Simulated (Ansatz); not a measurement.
Crystal: WS2.

```xyz
3
Lattice="3.5782 0.0000 0.0000 -1.7891 3.0988 0.0000 0.0000 0.0000 5.7724" Properties=species:S:1:pos:R:3 pbc="T T T"
W     0.0000    0.0000    0.0000
S     0.0000    2.0659    1.4546
S     1.7891    1.0329    4.3177
```

Measurements of this composition are mostly on another form, of space group No. 194.

| Quantity | Value |
| --- | --- |
| Program | Ansatz 0.2.0 |
| Task | single point |
| Functional | PBE |
| Potentials or basis | all-electron LAPW, scalar-relativistic |
| Cutoff | 251 eV (chosen from the basis error) |
| Basis error allowed | 0.001 eV/atom |
| k mesh | 9 × 9 × 5 |
| Occupations | fermi-dirac, width 0.05 eV |
| Spin | no spin polarisation |

On this cell: pressure -13.2 GPa; largest force 0.935 eV/Å; band gap on the k mesh none (metal or under the smearing width).

The same run follows on a disturbed copy (atoms moved at random, drawn with an rms of 0.05 Å):

```
CELL_PARAMETERS angstrom
3.57820 0.00000 0.00000
-1.78910 3.09881 0.00000
0.00000 0.00000 5.77238
ATOMIC_POSITIONS crystal
W 0.01343 0.00781 0.99834
S 0.32017 0.66717 0.25050
S 0.67102 0.33859 0.75119
```

Problem. What changes?

Solution. The energy (extrapolated to zero smearing) moves by -4.8 meV/atom; pressure -12.3 GPa; largest force 0.873 eV/Å; band gap on the k mesh none (metal or under the smearing width).

Forces in eV/Å, atoms in the order of the input:
```
W   -0.097 -0.004  0.163
S    0.185  0.027 -0.852
S   -0.088 -0.023  0.689
```

Stress tensor (GPa, compression positive):
```
-16.27  -0.16   0.93
 -0.16 -16.36   0.16
  0.93   0.16  -4.29
```

Caveats: this functional lacks dispersion, which binds the layers, so the pressure and a relaxed spacing across them are unreliable (some runs).
